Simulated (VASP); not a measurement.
# ZrB2 (P6/mmm) in VASP: a series of runs

The runs below take ZrB2 through relaxation of cell and atoms, with PBE+D3(BJ), PBE.

All numbers are computed with VASP 6.6.1; they aren't measurements. Logs are shortened: lines on timing, memory, paths and dates and some standing lists are left out, and cuts for length are marked.

### Step 1. Starting point

The structure is hexagonal, space group P6/mmm (No. 191). Conventional cell: a = 3.146 Å, b = 3.146 Å, c = 3.509 Å, α = 90.00°, β = 90.00°, γ = 120.00°. Zr (site symmetry 6/mmm) has 12 B at 2.53 Å as nearest neighbours. Around B (site symmetry -6m2) lie 3 B at 1.82 Å.

### Step 2. Relaxation of cell and atoms, PBE+D3(BJ)

INCAR reads:

```
ALGO = Normal
EDIFF = 1E-7
EDIFFG = -0.005
ENCUT = 600
GGA = PE
IBRION = 2
ISIF = 3
ISMEAR = 1
IVDW = 12
LASPH = T
LCHARG = F
LREAL = F
LWAVE = F
NELM = 80
NSW = 90
PREC = Accurate
SIGMA = 0.1
```

KPOINTS reads:

```
k-points
0
Gamma
  15 15 10
```

POSCAR reads:

```
ZrB2                                    
1.0
    3.1457610494      0.0000000000      0.0000000000
   -1.5728805247      2.7243089830     -0.0000000000
    0.0000000000     -0.0000000000      3.5093844901
  Zr              B             
     1     2
Direct
     1.0000000000000000    1.0000000000000000    0.0000000000000000
     0.3333333332999970    0.6666666667000030    0.5000000000000000
     0.6666666667000030    0.3333333332999970    0.5000000000000000
```

Potentials or basis: VASP PAW PBE potentials, release 64 (Zr_sv, B).

Command:

```
$ cat potpaw_PBE.64/Zr_sv/POTCAR potpaw_PBE.64/B/POTCAR > POTCAR
$ mpirun -np 1 vasp_std > vasp.out
```

OUTCAR:

```text
EDIFF = 1E-7
   EDIFFG = -0.005
   ENCUT = 600
   GGA = PE
   IBRION = 2
   ISIF = 3
   ISMEAR = 1
   IVDW = 12
   LASPH = T
   LREAL = F
   NELM = 80
   NSW = 90
   PREC = Accurate
 IVDW          = 12

 ion  position               nearest neighbor table
   1  0.000  0.000  0.000-   2 2.53   3 2.53   2 2.53   3 2.53   2 2.53   2 2.53   3 2.53   3 2.53
                             3 2.53   3 2.53   2 2.53   2 2.53
   2  0.333  0.667  0.500-   3 1.82   3 1.82   3 1.82   1 2.53   1 2.53   1 2.53   1 2.53   1 2.53
                             1 2.53
   3  0.667  0.333  0.500-   2 1.82   2 1.82   2 1.82   1 2.53   1 2.53   1 2.53   1 2.53   1 2.53
                             1 2.53

  LATTYP: Found a hexagonal cell.
 ALAT       =     3.1457610494
 C/A-ratio  =     1.1155915643

  Lattice vectors:

 A1 = (   3.1457610494,   0.0000000000,   0.0000000000)
 A2 = (  -1.5728805247,   2.7243089830,   0.0000000000)
 A3 = (   0.0000000000,   0.0000000000,   3.5093844901)

Analysis of symmetry for initial positions (statically):
=====================================================================
 Subroutine PRICEL returns:
 Original cell was already a primitive cell.

 Routine SETGRP: Setting up the symmetry group for a
 hexagonal supercell.

 Subroutine GETGRP returns: Found 24 space group operations
 (whereof 24 operations were pure point group operations)
 out of a pool of 24 trial point group operations.

The static configuration has the point symmetry D_6h.

Analysis of symmetry for dynamics (positions and initial velocities):
=====================================================================
 Subroutine PRICEL returns:
 Original cell was already a primitive cell.

 Routine SETGRP: Setting up the symmetry group for a
 hexagonal supercell.

 Subroutine GETGRP returns: Found 24 space group operations
 (whereof 24 operations were pure point group operations)
 out of a pool of 24 trial point group operations.

The dynamic configuration has the point symmetry D_6h.

 Subroutine INISYM returns: Found 24 space group operations
 (whereof 24 operations are pure point group operations),
 and found     1 'primitive' translations

----------------------------------------------------------------------------------------

                                     Primitive cell

  volume of cell :      30.0755

  direct lattice vectors                    reciprocal lattice vectors
     3.145761049  0.000000000  0.000000000     0.317888099  0.183532780  0.000000000
    -1.572880525  2.724308983  0.000000000     0.000000000  0.367065559  0.000000000
     0.000000000  0.000000000  3.509384490     0.000000000  0.000000000  0.284950253
[... 164 lines left out ...]
      0.00000      0.00000      0.00000         0.000000      0.000000      0.000000
     -0.00000      1.81621      1.75469        -0.000000     -0.000000      0.000000
      1.57288      0.90810      1.75469         0.000000      0.000000     -0.000000
 -----------------------------------------------------------------------------------
    total drift:                               -0.000000      0.000000      0.000000

  FREE ENERGIE OF THE ION-ELECTRON SYSTEM (eV)
  ---------------------------------------------------
  free  energy   TOTEN  =       -26.1626002954 eV

  energy  without entropy=      -26.1627156458  energy(sigma->0) =      -26.16263875

--------------------------------------- Ionic step        2  -------------------------------------------

 number of electron      18.0000000 magnetization

 Free energy of the ion-electron system (eV)
  ---------------------------------------------------
  ext. energy  EPLUGINS =         0.00000000
  ---------------------------------------------------
  free energy    TOTEN  =       -24.96571414 eV

  energy without entropy =      -24.96582855  energy(sigma->0) =      -24.96575228

 E-fermi :  10.7345     XC(G=0): -12.5485

 val. band max:       10.6690666404   @ k =   0.0667   0.0667   0.5000
 cond. band min:      10.7640774261   @ k =   0.4000   0.1333   0.0000
 fundamental gap:      0.0950107857
 Fermi energy:        10.7345413796

 k-point     1 :       0.0000    0.0000    0.0000
  band No.  band energies     occupation
      1     -37.7868      2.00000
      2     -15.9903      2.00000
      3     -15.3971      2.00000
      4     -15.3971      2.00000
      5      -2.0608      2.00000
      6       8.1045      2.00000
      7       8.1045      2.00000
      8       8.1392      2.00000
      9       8.4317      2.00000
     10      14.2763      0.00000
     11      14.2763      0.00000
     12      15.0597      0.00000
     13      15.0597      0.00000
[... 354 lines left out ...]
  band No.  band energies     occupation
      1     -37.6485      2.00000
      2     -16.2892      2.00000
      3     -15.8573      2.00000
      4     -15.7855      2.00000
      5       2.3545      2.00000
      6       2.5077      2.00000
      7       5.1916      2.00000
      8       7.3303      2.00000
      9       9.7507      2.00000
     10      10.5343      2.01586
     11      13.5824      0.00000
     12      15.0361      0.00000
     13      17.2967      0.00000

 [... further k-points ...]

------------------------ aborting loop because EDIFF is reached ----------------------------------------

 Edisp (eV)   -1.19688

 E8    (eV) :    -0.5285

  FORCE on cell =-STRESS in cart. coord.  units (eV):
  Direction    XX          YY          ZZ          XY          YZ          ZX
  --------------------------------------------------------------------------------------
  -------------------------------------------------------------------------------------
  Total       0.00627     0.00627     0.00609     0.00000    -0.00000     0.00000
  in kB       0.33415     0.33415     0.32437     0.00000    -0.00000     0.00000
  external pressure =        0.33 kB  Pullay stress =        0.00 kB

 VOLUME and BASIS-vectors are now :
 -----------------------------------------------------------------------------
  energy-cutoff  :      600.00
  volume of cell :       30.07
      direct lattice vectors                 reciprocal lattice vectors
     3.145777373  0.000000000  0.000000000     0.317886449  0.183531827 -0.000000000
    -1.572888687  2.724323120 -0.000000000     0.000000000  0.367063654 -0.000000000
     0.000000000  0.000000000  3.508400543     0.000000000  0.000000000  0.285030169

 POSITION                                       TOTAL-FORCE (eV/Angst)
 -----------------------------------------------------------------------------------
      0.00000      0.00000      0.00000        -0.000000     -0.000000     -0.000000
     -0.00000      1.81622      1.75420         0.000000     -0.000000     -0.000000
      1.57289      0.90811      1.75420        -0.000000      0.000000      0.000000
 -----------------------------------------------------------------------------------
    total drift:                               -0.000000      0.000000      0.000000

  FREE ENERGIE OF THE ION-ELECTRON SYSTEM (eV)
  ---------------------------------------------------
  free  energy   TOTEN  =       -26.1625970047 eV

  energy  without entropy=      -26.1627114206  energy(sigma->0) =      -26.16263514

 reached required accuracy - stopping structural energy minimisation
```

OSZICAR:

```text
N       E                     dE             d eps       ncg     rms          rms(c)
DAV:   1     0.125969727247E+03    0.12597E+03   -0.10912E+04  4212   0.156E+03
[... 14 lines left out ...]
DAV:   1    -0.249657242201E+02    0.31330E-03   -0.51178E-04  4777   0.244E-01    0.397E-02
DAV:   2    -0.249657152472E+02    0.89730E-05   -0.25796E-05  4925   0.570E-02    0.129E-02
DAV:   3    -0.249657132425E+02    0.20047E-05   -0.78568E-06  6681   0.238E-02    0.404E-03
DAV:   4    -0.249657136582E+02   -0.41565E-06   -0.40120E-07  4958   0.536E-03    0.161E-03
DAV:   5    -0.249657139725E+02   -0.31432E-06   -0.21454E-07  3733   0.378E-03    0.138E-03
DAV:   6    -0.249657141414E+02   -0.16893E-06   -0.55482E-08  2345   0.199E-03    0.251E-04
DAV:   7    -0.249657141367E+02    0.47000E-08   -0.18243E-08  2176   0.102E-03
   2 F= -.26162597E+02 E0= -.26162635E+02  d E =0.329075E-05
```

Run time: 53 s. Hardware: 1 thread of Intel Xeon 6975P-C (Granite Rapids), shared host; peak memory 0.23 GiB.

Results:

```yaml
Free_energy: -26.1626 eV
Relaxed_volume: 10.02 Å³/atom
Relaxed_cell: a = 3.146 Å, b = 3.146 Å, c = 3.508 Å, α = 90.00°, β = 90.00°, γ = 120.00°
Space_group_after_relaxing_to_0.05_Å: P6/mmm (No. 191)
Energy_gained_by_relaxing: 0.0 meV/atom
Ionic_steps: 2
Pressure_after_relaxing: 0.0 GPa
Band_gap_on_the_k_mesh: none (metal or under the smearing width)
Dispersion_energy_per_atom: -0.399 eV
```

Final structure:
```xyz
3
Lattice="3.1458 0.0000 0.0000 -1.5729 2.7243 0.0000 0.0000 0.0000 3.5084" Properties=species:S:1:pos:R:3 pbc="T T T"
Zr    0.0000    0.0000    0.0000
B     0.0000    1.8162    1.7542
B     1.5729    0.9081    1.7542
```

Caveat: pairwise dispersion overbinds metals, which lowers pressure and volume.

(Part 1 of 2 ends here.)
